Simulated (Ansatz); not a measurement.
An Ansatz (a quantum-chemistry and plane-wave program) run: a single point on BaSnO3 with a change (pressure 30 GPa), its geometry relaxed with r2SCAN; DFT with HSE06, PAW potentials and a 420 eV plane-wave cutoff in Ansatz, no spin-orbit coupling.

Input:

Ansatz 0.2 input:
```yaml
crystal:
  lattice:
    - [3.9466916771, 0, 0]
    - [0, 3.9466916771, 0]
    - [0, 0, 3.9466916771]
  atoms:
    - { symbol: Ba, position: [0, 0, 0] }
    - { symbol: Sn, position: [0.5, 0.5, 0.5] }
    - { symbol: O, position: [0, 0.5, 0.5] }
    - { symbol: O, position: [0.5, 0.5, 0] }
    - { symbol: O, position: [0.5, 0, 0.5] }
basis: { ecutwfc: 420, ecutrho_ratio: 4, xc_grid: 2, fft_grid_basis: typed }
kpoints: { mp_grid: { grid: [6, 6, 6] } }
hamiltonian:
  xc: hse06
  dispersion: none
  pseudopotentials: { kind: paw }
scf: { occupations: { method: fermi_dirac, width: 0.01 } }
output: { eigenvalues: true, eigenstates: { kpoints: [[0.5, 0.5, 0.5], [0, 0, 0], [0, 0.5, 0]] } }
```

Output (explanatory and most iteration lines left out):

```
Pseudopotential: Ba, paw, valence charge 10
Pseudopotential: Sn, paw, valence charge 14
Pseudopotential: O, paw, valence charge 6
Crystal: 5 atoms, lattice volume = 61.475 Å³
Basis set: ecut = 420 eV, 1213 PW (Γ), exchange–correlation on 54×54×54 points (8 copies of the dense FFT grid, shifted against one another)
Bands: 26, of which v1, the nominal top of the filled ones, is band 21 counted from 1 (20 counted from 0)
Symmetry: 48 space group operations
Space group: Pm-3m (ITA 221), of the structure as read, at distance tolerance 3.9e-5 Å
k-points: 20 of 216
Functional: x = pbe(κ = 0.804, μ = 0.2195149727645171), c = pbe(β = 0.06672455060314922), warm-up for x = pbe(κ = 0.804, μ = 0.2195149727645171) + 0.25 (exact …
SCF iter   1: F=—  HF=-13678.456092 eV  |F-HF|=—  |Δ(HF+E_count)|=         —  Δρ=1.61e-3  dr2=8.14e-4  ethr=1.77e-3  ⟨swp⟩=14.9  Hψ=2883  notcnv=1
SCF iter   2: F=-13678.457840 eV  HF=-13678.457669 eV  |F-HF|=1.71e-4  |Δ(HF+E_count)|=   1.58e-3  Δρ=6.40e-4  dr2=5.22e-5  ethr=1.24e-7  ⟨swp⟩=3.1  Hψ=3353  notcnv=0  defer=48
SCF 1 stopped early in 2 iterations: F = -13678.457840 eV  dr2 = 5.22e-5
Crystal: 5 atoms, lattice volume = 61.475 Å³
Functional: x = pbe(κ = 0.804, μ = 0.2195149727645171) + 0.25 (exact − pbe) at short range (hse, ω = 0.20786987370883472 Å⁻¹), c = pbe(β = 0.06672455060314922); HSE06 as pw.x's `hse` composes it (authors' and Libxc's form: `xc: wpbeh`)
SCF iter   1: F=—  HF=-13687.316664 eV  |F-HF|=—  |Δ(HF+E_count)|=         —  Δρ=8.65e-3  dr2=3.95e-2  ethr=1.24e-6  ⟨swp⟩=12.2  Hψ=3139  notcnv=0
SCF iter   2: F=—  HF=-13687.304839 eV  |F-HF|=—  |Δ(HF+E_count)|=   1.18e-2  Δρ=5.20e-3  dr2=6.74e-3  ethr=1.24e-6  ⟨swp⟩=6.4  Hψ=2290  notcnv=0  defer=11
SCF 2 stopped early in 6 iterations: F = -13687.317957 eV  dr2 = 6.10e-6
Crystal: 5 atoms, lattice volume = 61.475 Å³
SCF iter   1: F=—  HF=-13687.317460 eV  |F-HF|=—  |Δ(HF+E_count)|=         —  Δρ=8.39e-5  dr2=3.35e-6  ethr=1.01e-6  ⟨swp⟩=7.2  Hψ=1299  notcnv=0
SCF iter   2: F=—  HF=-13687.317462 eV  |F-HF|=—  |Δ(HF+E_count)|=   1.40e-6  Δρ=3.22e-5  dr2=3.66e-7  ethr=4.72e-10  ⟨swp⟩=4.0  Hψ=2717  notcnv=0  defer=4
SCF 3 converged in 3 iterations: F = -13687.317464 eV  dr2 = 8.80e-8
Free energy (F): -13687.317463 eV
Internal energy: -13687.317463 eV  (E = F + TS)
E sigma→0 (E₀):  -13687.317463 eV
Fermi energy:    13.202381 eV
```

Single points use the geometry relaxed with r2SCAN. HSE06 gaps are upper bounds (no full band path). Load acts through the strain it causes; cell and atoms are relaxed under it. Stability against distortions was not tested. No other phases were tried under pressure. The cell was made from BaSnO₃ in the cubic perovskite structure (space group Pm-3m, No. 221) by this change: pressure 30 GPa.
